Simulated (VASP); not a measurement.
Crystal: Lu.

```
Lu
1.0
    -1.95411    1.95411    1.95411
     1.95411   -1.95411    1.95411
     1.95411    1.95411   -1.95411
Lu
1
Direct
  0.00000 0.00000 0.00000
```

This isn't the form of Lu at room conditions, which is hcp.

| Property | Result |
| --- | --- |
| Program | VASP 6.6.1 |
| Task | relaxation of cell and atoms |
| Functional | PBEsol |
| Potentials or basis | VASP PAW PBE potentials, release 64 (Lu) |
| Cutoff | 600 eV |
| k mesh | 10 × 10 × 10 |
| Occupations | fermi-dirac, width 0.05 eV |
| Spin | no spin polarisation |

At the start: pressure -2.5 GPa; volume 29.85 Å³/atom.

Where does the relaxation end?

Over 3 steps the energy falls by 15.9 meV/atom and the volume is 28.03 Å³/atom (-6.1 %); space group Im-3m (No. 229, to 0.05 Å).

The path:
| step | energy change (eV) | largest force (eV/Å) | pressure (GPa) | volume (Å³) |
| --- | --- | --- | --- | --- |
| 1 | 0.0000 | 0.0000 | -2.50 | 29.85 |
| 2 | -0.0158 | 0.0000 | 0.31 | 27.88 |
| 3 | -0.0159 | 0.0000 | 0.01 | 28.03 |

Final structure:
```
Lu
1.0
    -1.91371    1.91371    1.91371
     1.91371   -1.91371    1.91371
     1.91371    1.91371   -1.91371
Lu
1
Direct
  0.00000 0.00000 0.00000
```

Caveat: the PAW data sets were made with another functional, which shifts forces and pressure a little.
